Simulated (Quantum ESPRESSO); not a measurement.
**Pb and the effect of the dispersion correction**

The cell as given:

It takes space group P6_3/mmc (No. 194, hexagonal). Conventional cell: a = 3.480 Å, b = 3.480 Å, c = 5.590 Å, α = 90.00°, β = 90.00°, γ = 120.00°. Pb (site symmetry -6m2) has 12 Pb at 3.44 to 3.48 Å as nearest neighbours.

This isn't the form of Pb at room conditions, which is fcc.

Kept alike: task relaxation of cell and atoms; functional PBEsol; k mesh 9 × 9 × 5; occupations fermi-dirac, width 0.05 eV; no spin polarisation. Program: Quantum ESPRESSO, GBRV 1.5 PBEsol, cutoff 612 eV. The mesh is that of the run's cell of 2 atoms. No spin-orbit coupling.

```csv
dispersion correction,volume (Å³/atom),first edge of the run's cell (Å),third edge of the run's cell (Å)
D3(zero),29.040,3.400,5.802
D3(BJ),28.359,3.377,5.744
none,29.678,3.426,5.840
rVV10,28.283,3.373,5.741
```

The relaxations keep at least the cell's symmetry (P6_3/mmc). For a metal such a mesh leaves the last digits unconverged. Relaxations stop with a little pressure left, so the last digits of a volume or edge aren't settled.

The volume runs from 28.283 (rVV10) to 29.678 Å³/atom (none). Against no correction: D3(zero) -2.1 %; D3(BJ) -4.4 %; rVV10 -4.7 %. Dispersion terms mostly attract and so lower the volume; the schemes' coefficients and damping set how far. The first edge of the run's cell runs from 3.373 (rVV10) to 3.426 Å (none). The third edge of the run's cell runs from 5.741 (rVV10) to 5.840 Å (none).
